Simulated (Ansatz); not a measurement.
# Boron, diamond under PBE: structure, energy and stiffness, part 2 of 2

The plan for boron in the diamond structure: relax it, solve it on a dense k-mesh, switch on spin-orbit coupling, then scale the cell to 7 volumes from 88 to 112 % of the relaxed one and try a fit of the equation of state. The k-meshes are 13×13×13 for the relaxation; 22×22×22 for the dense run; 13×13×13 for spin-orbit coupling; 22×22×22 for the volumes.

Ansatz 0.2.0; DFT, PBE, plane waves (420 eV) with PAW, scalar-relativistic. The steps go on from the part before.

## Step 6: Volume × 0.92

Contents of input.yaml:

```yaml
crystal:
  lattice:
    - [0.0, 1.9706543252, 1.9706543252]
    - [1.9706543252, 0.0, 1.9706543252]
    - [1.9706543252, 1.9706543252, 0.0]
  atoms:
    - { symbol: B, position: [0.125, 0.125, 0.125] }
    - { symbol: B, position: [0.875, 0.875, 0.875] }
hamiltonian:
  xc: pbe
  pseudopotentials:
    kind: paw
    azcp:
      B: "pseudopotentials/B.paw.azcp"
basis:
  ecutwfc: 420
  fft_grid_basis: typed
kpoints:
  mp_grid: { grid: [22, 22, 22], shift: [0, 0, 0] }
magnetization:
  spin_polarized: false
scf:
  occupations: { method: fermi_dirac, width: 0.1 }
output:
  stress: true
```

Log, cut to the lines that bear on the results:

```text
[...]
Pseudopotentials: kind: paw
Pseudopotential: B, paw, valence charge 3, recommended cutoff 420 eV (normal), <dir>
Functional definition: PBE
[...]
Crystal: 2 atoms, lattice volume = 15.306 Å³
Basis set: ecut = 420 eV, 307 PW (Γ)
Bands: 7, of which v1, the nominal top of the filled ones, is band 3 counted from 1 (2 counted from 0)
Symmetry: 48 space group operations
Space group: Fd-3m (ITA 227), of the structure as read, at distance tolerance 2.5e-5 Å
k-points: 328 of 10648
[...]
SCF iter   1: F=—  HF=-309.882496 eV  |F-HF|=—  |Δ(HF+E_count)|=         —  Δρ=1.06e-3  dr2=2.16e-5  ethr=1.77e-3  ⟨swp⟩=4.5  Hψ=15503  notcnv=0
[...]
SCF iter   6: F=-309.882477 eV  HF=-309.882477 eV  |F-HF|=6.03e-12  |Δ(HF+E_count)|=  1.27e-10  Δρ=6.12e-7  dr2=3.00e-11  ethr=1.83e-11  ⟨swp⟩=1.0  Hψ=5549  notcnv=0
[...]
SCF converged after 6 iterations
Free energy (F): -309.882477 eV
[...]
E sigma→0 (E₀):  -309.869281 eV
Entropy (-TS):   -0.026393 eV (-13.196 meV/atom)
Fermi energy:    7.406392 eV
[...]
--- Stress (GPa, compression-positive) ---
       16.999622      -0.000000      -0.000000
       -0.000000      16.999622       0.000000
       -0.000000       0.000000      16.999622
  P = ⅓ Tr σ = 16.9996 GPa (169.996 kbar)
```

It took 4.5 s on 1 thread of an x86-64 CPU, shared host; peak memory 0.49 GiB.

## Step 7: Volume × 0.96

Changes to input.yaml since step 6:

```diff
@@ -2,5 +2,5 @@
   lattice:
-    - [0.0, 1.9706543252, 1.9706543252]
-    - [1.9706543252, 0.0, 1.9706543252]
-    - [1.9706543252, 1.9706543252, 0.0]
+    - [0.0, 1.9988103339, 1.9988103339]
+    - [1.9988103339, 0.0, 1.9988103339]
+    - [1.9988103339, 1.9988103339, 0.0]
   atoms:
```

Log, cut to the lines that bear on the results:

```text
[...]
[... 3 set-up lines as earlier in the session ...]
[...]
Crystal: 2 atoms, lattice volume = 15.971 Å³
Basis set: ecut = 420 eV, 331 PW (Γ)
Bands: 7, of which v1, the nominal top of the filled ones, is band 3 counted from 1 (2 counted from 0)
[... 2 set-up lines as earlier in the session ...]
k-points: 328 of 10648
[...]
SCF iter   1: F=—  HF=-309.933193 eV  |F-HF|=—  |Δ(HF+E_count)|=         —  Δρ=1.10e-3  dr2=3.50e-5  ethr=1.77e-3  ⟨swp⟩=4.6  Hψ=15495  notcnv=0
[...]
SCF iter   6: F=-309.933150 eV  HF=-309.933150 eV  |F-HF|=1.93e-12  |Δ(HF+E_count)|=  5.06e-10  Δρ=3.79e-7  dr2=1.23e-11  ethr=1.61e-12  ⟨swp⟩=1.0  Hψ=6537  notcnv=0
[...]
SCF converged after 6 iterations
Free energy (F): -309.933150 eV
[...]
E sigma→0 (E₀):  -309.919451 eV
Entropy (-TS):   -0.027400 eV (-13.700 meV/atom)
Fermi energy:    6.941482 eV
[...]
--- Stress (GPa, compression-positive) ---
        7.694465      -0.000000       0.000000
       -0.000000       7.694465       0.000000
        0.000000       0.000000       7.694465
  P = ⅓ Tr σ = 7.6945 GPa (76.945 kbar)
```

Wall time 4.6 s (1 thread of an x86-64 CPU, shared host); peak memory 0.49 GiB.

## Step 8: Volume × 1.0

Changes to input.yaml since step 7:

```diff
@@ -2,5 +2,5 @@
   lattice:
-    - [0.0, 1.9988103339, 1.9988103339]
-    - [1.9988103339, 0.0, 1.9988103339]
-    - [1.9988103339, 1.9988103339, 0.0]
+    - [0.0, 2.0261947002, 2.0261947002]
+    - [2.0261947002, 0.0, 2.0261947002]
+    - [2.0261947002, 2.0261947002, 0.0]
   atoms:
```

Log, cut to the lines that bear on the results:

```text
[...]
[... 3 set-up lines as earlier in the session ...]
[...]
Crystal: 2 atoms, lattice volume = 16.637 Å³
Basis set: ecut = 420 eV, 331 PW (Γ)
Bands: 7, of which v1, the nominal top of the filled ones, is band 3 counted from 1 (2 counted from 0)
[... 2 set-up lines as earlier in the session ...]
k-points: 328 of 10648
[...]
SCF iter   1: F=—  HF=-309.948615 eV  |F-HF|=—  |Δ(HF+E_count)|=         —  Δρ=1.28e-3  dr2=8.60e-5  ethr=1.77e-3  ⟨swp⟩=4.6  Hψ=15611  notcnv=0
[...]
SCF iter   6: F=-309.948562 eV  HF=-309.948562 eV  |F-HF|=9.09e-13  |Δ(HF+E_count)|=  4.81e-10  Δρ=2.18e-7  dr2=2.44e-12  ethr=2.52e-12  ⟨swp⟩=1.0  Hψ=6561  notcnv=0
[...]
SCF converged after 6 iterations
Free energy (F): -309.948562 eV
[...]
E sigma→0 (E₀):  -309.934352 eV
Entropy (-TS):   -0.028419 eV (-14.209 meV/atom)
Fermi energy:    6.510620 eV
[...]
--- Stress (GPa, compression-positive) ---
       -0.042761       0.000000       0.000000
        0.000000      -0.042761      -0.000000
       -0.000000      -0.000000      -0.042761
  P = ⅓ Tr σ = -0.0428 GPa (-0.428 kbar)
```

Wall time 4.6 s (1 thread of an x86-64 CPU, shared host); peak memory 0.5 GiB.

## Step 9: Volume × 1.04

Changes to input.yaml since step 8:

```diff
@@ -2,5 +2,5 @@
   lattice:
-    - [0.0, 2.0261947002, 2.0261947002]
-    - [2.0261947002, 0.0, 2.0261947002]
-    - [2.0261947002, 2.0261947002, 0.0]
+    - [0.0, 2.0528582145, 2.0528582145]
+    - [2.0528582145, 0.0, 2.0528582145]
+    - [2.0528582145, 2.0528582145, 0.0]
   atoms:
```

Log, cut to the lines that bear on the results:

```text
[...]
[... 3 set-up lines as earlier in the session ...]
[...]
Crystal: 2 atoms, lattice volume = 17.302 Å³
Basis set: ecut = 420 eV, 331 PW (Γ)
Bands: 7, of which v1, the nominal top of the filled ones, is band 3 counted from 1 (2 counted from 0)
[... 2 set-up lines as earlier in the session ...]
k-points: 328 of 10648
[...]
SCF iter   1: F=—  HF=-309.934672 eV  |F-HF|=—  |Δ(HF+E_count)|=         —  Δρ=1.47e-3  dr2=1.47e-4  ethr=1.77e-3  ⟨swp⟩=4.6  Hψ=15582  notcnv=0
[...]
SCF iter   6: F=-309.934594 eV  HF=-309.934594 eV  |F-HF|=1.93e-12  |Δ(HF+E_count)|=  2.17e-10  Δρ=1.96e-7  dr2=5.17e-12  ethr=1.91e-11  ⟨swp⟩=1.0  Hψ=6535  notcnv=0
[...]
SCF converged after 6 iterations
Free energy (F): -309.934594 eV
[...]
E sigma→0 (E₀):  -309.919874 eV
Entropy (-TS):   -0.029440 eV (-14.720 meV/atom)
Fermi energy:    6.110095 eV
[...]
--- Stress (GPa, compression-positive) ---
       -6.497420       0.000000       0.000000
       -0.000000      -6.497420       0.000000
       -0.000000       0.000000      -6.497420
  P = ⅓ Tr σ = -6.4974 GPa (-64.974 kbar)
```

It took 4.5 s on 1 thread of an x86-64 CPU, shared host; peak memory 0.5 GiB.

## Step 10: Volume × 1.08

Changes to input.yaml since step 9:

```diff
@@ -2,5 +2,5 @@
   lattice:
-    - [0.0, 2.0528582145, 2.0528582145]
-    - [2.0528582145, 0.0, 2.0528582145]
-    - [2.0528582145, 2.0528582145, 0.0]
+    - [0.0, 2.0788465204, 2.0788465204]
+    - [2.0788465204, 0.0, 2.0788465204]
+    - [2.0788465204, 2.0788465204, 0.0]
   atoms:
```

Log, cut to the lines that bear on the results:

```text
[...]
[... 3 set-up lines as earlier in the session ...]
[...]
Crystal: 2 atoms, lattice volume = 17.968 Å³
Basis set: ecut = 420 eV, 339 PW (Γ)
Bands: 7, of which v1, the nominal top of the filled ones, is band 3 counted from 1 (2 counted from 0)
[... 2 set-up lines as earlier in the session ...]
k-points: 328 of 10648
[...]
SCF iter   1: F=—  HF=-309.896120 eV  |F-HF|=—  |Δ(HF+E_count)|=         —  Δρ=1.65e-3  dr2=2.14e-4  ethr=1.77e-3  ⟨swp⟩=4.7  Hψ=15692  notcnv=0
[...]
SCF iter   6: F=-309.896050 eV  HF=-309.896050 eV  |F-HF|=3.18e-12  |Δ(HF+E_count)|=  7.55e-10  Δρ=2.66e-7  dr2=6.63e-12  ethr=4.05e-12  ⟨swp⟩=1.0  Hψ=6528  notcnv=0
[...]
SCF converged after 6 iterations
Free energy (F): -309.896050 eV
[...]
E sigma→0 (E₀):  -309.880824 eV
Entropy (-TS):   -0.030453 eV (-15.226 meV/atom)
Fermi energy:    5.736787 eV
[...]
--- Stress (GPa, compression-positive) ---
      -11.892059      -0.000000       0.000000
        0.000000     -11.892059       0.000000
        0.000000      -0.000000     -11.892059
  P = ⅓ Tr σ = -11.8921 GPa (-118.921 kbar)
```

Wall time 5.2 s (1 thread of an x86-64 CPU, shared host); peak memory 0.5 GiB.

## Step 11: Volume × 1.12

Changes to input.yaml since step 10:

```diff
@@ -2,5 +2,5 @@
   lattice:
-    - [0.0, 2.0788465204, 2.0788465204]
-    - [2.0788465204, 0.0, 2.0788465204]
-    - [2.0788465204, 2.0788465204, 0.0]
+    - [0.0, 2.104200806, 2.104200806]
+    - [2.104200806, 0.0, 2.104200806]
+    - [2.104200806, 2.104200806, 0.0]
   atoms:
```

Log, cut to the lines that bear on the results:

```text
[...]
[... 3 set-up lines as earlier in the session ...]
[...]
Crystal: 2 atoms, lattice volume = 18.633 Å³
Basis set: ecut = 420 eV, 339 PW (Γ)
Bands: 7, of which v1, the nominal top of the filled ones, is band 3 counted from 1 (2 counted from 0)
[... 1 set-up line as earlier in the session ...]
Space group: Fd-3m (ITA 227), of the structure as read, at distance tolerance 2.7e-5 Å
k-points: 328 of 10648
[...]
SCF iter   1: F=—  HF=-309.837102 eV  |F-HF|=—  |Δ(HF+E_count)|=         —  Δρ=1.82e-3  dr2=2.84e-4  ethr=1.77e-3  ⟨swp⟩=4.7  Hψ=15754  notcnv=0
[...]
SCF iter   6: F=-309.837049 eV  HF=-309.837049 eV  |F-HF|=1.21e-11  |Δ(HF+E_count)|=  6.44e-10  Δρ=8.89e-7  dr2=9.23e-11  ethr=5.76e-11  ⟨swp⟩=1.2  Hψ=6538  notcnv=0
[...]
SCF converged after 6 iterations
Free energy (F): -309.837049 eV
[...]
E sigma→0 (E₀):  -309.821325 eV
Entropy (-TS):   -0.031449 eV (-15.724 meV/atom)
Fermi energy:    5.388024 eV
[...]
--- Stress (GPa, compression-positive) ---
      -16.393989       0.000000       0.000000
        0.000000     -16.393989      -0.000000
       -0.000000       0.000000     -16.393989
  P = ⅓ Tr σ = -16.3940 GPa (-163.940 kbar)
```

Run time: 5.1 s. Hardware: 1 thread of an x86-64 CPU, shared host; peak memory 0.5 GiB.

## Step 12: The equation of state

All volumes keep the relaxed shape and fractional coordinates.

```csv
V (Å³/atom),E − E₀ (meV/atom),P from the stress (GPa),P from the fit (GPa)
7.320,78.9,28.21,28.09
7.653,32.5,17.00,16.88
7.986,7.5,7.69,7.58
8.318,0.0,-0.04,-0.17
8.651,7.2,-6.50,-6.62
8.984,26.8,-11.89,-12.01
9.317,56.5,-16.39,-16.51
```

Fit (Birch-Murnaghan, third order): V₀ = 8.311 Å³/atom, B₀ = 177 GPa, B₀′ = 3.5, largest residual 0.01 meV/atom.

Fit and stress differ a little: one follows E(σ → 0), the other the smeared free energy.

## Step 13: Results

What follows sums up all 2 parts.

| quantity | value |
| --- | --- |
| space group (spins left aside) | Fd-3m (No. 227) |
| conventional cell | a = 4.052 Å |
| volume | 8.318 Å³/atom |
| shortest distance | 1.755 Å |
| gap on the mesh | none (levels filled in part) |
| relative to alpha-rhombohedral (B12) | +947 meV/atom |
| V₀, B₀, B₀′ | 8.311 Å³/atom, 177 GPa, 3.5 |

The relaxation shrank the cell by 6.0 % in volume. Against the reference form of boron (alpha-rhombohedral (B12), computed apart with the same settings) it stands 947 meV/atom higher, so it is far from stable. Levels at the Fermi energy are filled in part, as in a metal. The total energy of the spin-orbit run (on a coarser mesh) lies -2 meV/atom from the scalar one; mesh and treatment of the core enter this figure, so it is no spin-orbit energy. B₀ comes out at 177 GPa. Relaxation kept the symmetry; phonons were not checked.
